**Q:** I measured the volume of cubic boron arsenide at room temperature and found 13.62 Å³ per atom. A colleague sent me twelve computed values for the same crystal, and they don't agree with each other. What am I looking at?

**A:** At one crystal seen through twelve density functionals, the approximate recipes for how electrons avoid each other. Each recipe finds its own volume of lowest energy. The column "rung" sorts them by their ingredients: a GGA uses the density and its gradient, a meta-GGA adds the kinetic energy density, and the two hybrids here are GGAs in which a share of the exchange is exact.

VASP density-functional calculations of cubic BAs (F-43m), with the recommended PAW PBE potentials for every functional; "basis" gives the plane-wave cutoff. Volumes are for a static lattice, from equation-of-state fits for PBE and r2SCAN and from cell relaxations for the others. The measured volume, 13.623 Å³/atom, is at 300 K.

```
     method      rung   basis                k mesh            smearing  equilibrium volume (Å³/atom)  computed less measured (Å³/atom)
   BEEF-vdW       GGA  600 eV  10x10x10 2-atom cell  Fermi-Dirac 0.05eV                        14.056                             0.433
        PBE       GGA  520 eV  10x10x10 2-atom cell  Fermi-Dirac 0.05eV                        13.970                             0.347
       PW91       GGA  600 eV  10x10x10 2-atom cell  Fermi-Dirac 0.05eV                        13.986                             0.363
       RPBE       GGA  600 eV  10x10x10 2-atom cell  Fermi-Dirac 0.05eV                        14.235                             0.612
 optB88-vdW       GGA  600 eV  10x10x10 2-atom cell  Fermi-Dirac 0.05eV                        14.041                             0.418
rev-vdW-DF2       GGA  600 eV  10x10x10 2-atom cell  Fermi-Dirac 0.05eV                        13.874                             0.251
  vdW-DF-cx       GGA  600 eV  10x10x10 2-atom cell  Fermi-Dirac 0.05eV                        13.820                             0.197
    vdW-DF2       GGA  600 eV  10x10x10 2-atom cell  Fermi-Dirac 0.05eV                        14.751                             1.128
        MS2  meta-GGA  600 eV  10x10x10 2-atom cell     gaussian 0.05eV                        13.626                             0.003
     r2SCAN  meta-GGA  520 eV  10x10x10 2-atom cell  Fermi-Dirac 0.05eV                        13.713                             0.090
      B3LYP    hybrid  600 eV     5x5x5 2-atom cell  Fermi-Dirac 0.05eV                        14.050                             0.427
     HSEsol    hybrid  600 eV     5x5x5 2-atom cell  Fermi-Dirac 0.05eV                        13.391                            -0.232
```

**Q:** How much does the choice matter in practice?

**A:** The largest and smallest volumes differ by 1.36 Å³ per atom, a tenth of the measured volume. A length changes by about a third of that percentage, so roughly 3 %. If you work out the mismatch between a film and its substrate with a different functional for each, an error of that size can slip in and look like strain.

**Q:** Then I would simply take the highest rung. More ingredients, better volume?

**A:** The rung does tell you something here: all eight GGAs give too large a cell, and both meta-GGAs come close to your value. But the idea breaks at the hybrids. HSEsol falls below the measurement and B3LYP lies above it, 0.66 Å³ per atom apart. Their average error is only 0.10 Å³ per atom because the two errors have opposite signs.

The GGAs make the same point from within one rung, since they spread over 0.93 Å³ per atom. A label that covers such a range can't be what sets the volume.

**Q:** MS2 is off by 0.003. Isn't that the winner?

**A:** Not on the strength of that figure. The MS2 cell stayed at the volume from which its relaxation started, so 0.003 is really the distance of that starting cell from your value. The tension left in it would shrink it by about 0.006 Å³ per atom, which carries it just past the measurement. MS2 is close, but the last digit of its error has no meaning.

**Q:** Here is my second idea. Several of these functionals include van der Waals attraction. Attraction pulls atoms together, so those should give the small cells.

**A:** It is a tempting thought, and the table doesn't bear it out as a sorting rule. Five of the rows labelled GGA describe it with a nonlocal correlation term, which strictly goes beyond a GGA, and their mean volume is 0.04 Å³ per atom larger than that of the other three. The five include the smallest GGA cell, from vdW-DF-cx, and the largest cell of all, from vdW-DF2, which is 8 % above the measured volume.

This doesn't mean that the attraction has no pull. Each of these functionals also brings its own exchange part, and something in that mixture can outweigh the pull.

**Q:** Can you separate the two?

**A:** Only from one side. Three pairs in the table share their correlation and differ in exchange, but no pair keeps the exchange and changes the correlation, so the pull itself can't be read off. Going from rev-vdW-DF2 to vdW-DF2 adds 0.88 Å³ per atom, from vdW-DF-cx to optB88-vdW 0.22, and from PBE to RPBE 0.27. Exchange alone can therefore move the volume by most of the spread seen among the GGAs. One reservation applies: every run uses atomic potentials made for PBE, and how much that shifts the other functionals is untested.

**Q:** What in the exchange does it?

**A:** How strongly it rewards an uneven density. A GGA takes the exchange energy of a uniform electron gas and multiplies it, point by point, by an enhancement factor $F(s)$. The reduced gradient $s = |\nabla n|/(2k_F n)$, with $n$ the electron density and $k_F = (3\pi^2 n)^{1/3}$, measures how fast the density changes on the scale of the electrons' own wavelength. Exchange energy is negative, so a larger $F$ lowers the energy.

**Q:** And why should that swell a crystal?

**A:** Take the tail of a hydrogen atom as a simpler system. There the density decays exponentially, so $|\nabla n|/n$ is constant and $s$ grows as $n^{-1/3}$: where the density is eight times lower, $s$ is twice as large. Pulling the atoms of a crystal apart makes the space between them more like such tails. If $F$ climbs steeply with $s$, the energy of the stretched crystal is lowered more, and the minimum moves outwards.

The likeness gives the direction, not the size. In BAs the tails of neighbours overlap, and their gradients partly cancel in the bonds.

**Q:** Which part of the curve counts?

**A:** PBE and RPBE answer that through their limits. Their factors are

$$F_{\mathrm{PBE}} = 1+\kappa-\frac{\kappa}{1+\mu s^2/\kappa},\qquad F_{\mathrm{RPBE}} = 1+\kappa\left(1-e^{-\mu s^2/\kappa}\right),$$

with the same constants $\mu \approx 0.22$ and $\kappa \approx 0.80$. For small $s$ both become $1+\mu s^2$, and for very large $s$ both level off at $1+\kappa$. They differ only in between, where RPBE at first climbs faster, and RPBE has the larger cell. So the climb at intermediate $s$ matters. Such values are expected in the space between the atoms, but also close to each atom, where the core gives way to the valence electrons. The table can't say which of these places counts more.

**Q:** Can you turn that into a number?

**A:** Roughly. Near its minimum the energy is a parabola in the volume, with a stiffness set by the bulk modulus $B$. A steeper $F$ adds a small outward pressure $g$, which shifts the minimum by $\Delta V = gV/B$. If $g$ is proportional to the extra climb $\Delta F$ over the values of $s$ that matter, then so is $\Delta V$.

I take $s$ from 0.5 to 1.5 as that range and let the pair rev-vdW-DF2 and vdW-DF2 set the constant. Their climbs differ by 0.11 and their volumes by 0.88 Å³ per atom. For PBE and RPBE, which played no part in setting it, the formulas above give climbs that differ by 0.062. The estimate is

$$\Delta V \approx 0.88 \times \frac{0.062}{0.11} \approx 0.5\ \text{Å}^3\ \text{per atom}.$$

**Q:** But you said the real difference was 0.27.

**A:** Yes, the estimate is too large by a factor of about two. For vdW-DF-cx and optB88-vdW it does better, with 0.26 against 0.22. If I stop the range at $s = 1$, however, the quality changes places: the PBE pair comes out at 0.20 and the other at 0.34. One number for the steepness gives the direction and the rough size, and no more. The printed output below holds both versions.

**Q:** Could I then rank all the GGAs by steepness?

**A:** No, only those with the same correlation. The exchange of optB88-vdW climbs less than that of PBE in either range, yet its cell is slightly larger, 14.04 against 13.97 Å³ per atom. These two differ in correlation as well, which is the likely reason, though one number for the steepness may also miss part of what exchange does. Your van der Waals idea was right to look at correlation; it went wrong in expecting the mere presence of the attraction to decide.

**Q:** Does exchange also explain why the hybrids split?

**A:** It fits, but here I am arguing from theory. HSEsol is built on PBEsol exchange, which was made with a gentle gradient dependence to suit solids, while B3LYP is built on the steeper B88 exchange. The two also differ in their correlation, in how much exact exchange they mix in and over what distance, and these two rows can't separate the effects. They were run on a coarser k mesh than the others as well, so I wouldn't read much into their second decimal.

**Q:** So is r2SCAN the one closest to the truth?

**A:** It is close to your measurement, which isn't quite the same thing. The computed crystal stands still, whereas yours vibrates, even at absolute zero, and that swells it. A rough estimate of the zero-point part is of the order of 0.1 Å³ per atom, as large as r2SCAN's whole error of 0.09. Against a motionless crystal r2SCAN would look worse and HSEsol, now 0.23 too small, would look better. The GGAs would stand even further above the mark.

**Q:** What should I ask the next time someone sends me a computed volume?

**A:** Ask which exchange was used and what correlation came with it. "It is a hybrid" or "it includes van der Waals forces" would not have told you the size of the error here, or even its sign in the case of the hybrids. If two calculations share their correlation, expect the one with the steeper exchange factor to give the larger cell.

Printed output of the fit:

```
Largest less smallest volume, all rows, A^3/atom: 1.36
Largest less smallest volume, GGA rows, A^3/atom: 0.931
B3LYP less HSEsol volume, A^3/atom: 0.659
Mean of computed less measured, GGA rows, A^3/atom: 0.4686
Mean of computed less measured, hybrid rows, A^3/atom: 0.0975
Mean volume of GGA rows with nonlocal correlation less mean of those without, A^3/atom: 0.04473
Same correlation, vdW-DF2 less rev-vdW-DF2, A^3/atom: 0.877
Same correlation, optB88-vdW less vdW-DF-cx, A^3/atom: 0.221
Same correlation, RPBE less PBE, A^3/atom: 0.265
Predicted optB88-vdW less vdW-DF-cx, s from 0.5 to 1.5, A^3/atom: 0.2615
Predicted RPBE less PBE, s from 0.5 to 1.5, A^3/atom: 0.5107
Predicted optB88-vdW less vdW-DF-cx, s from 0.5 to 1, A^3/atom: 0.3355
Predicted RPBE less PBE, s from 0.5 to 1, A^3/atom: 0.2017
Different correlation, vdW-DF2 less RPBE volume, A^3/atom: 0.516
Rise of F from s 0.5 to 1.5, vdW-DF2 less RPBE: -0.02664
MS2 volume still to shrink, A^3/atom: 0.005997
Zero-point expansion, order of magnitude only, A^3/atom: 0.09026
vdW-DF2 error, percent of measured: 8.28
HSEsol error, percent of measured: -1.703
```
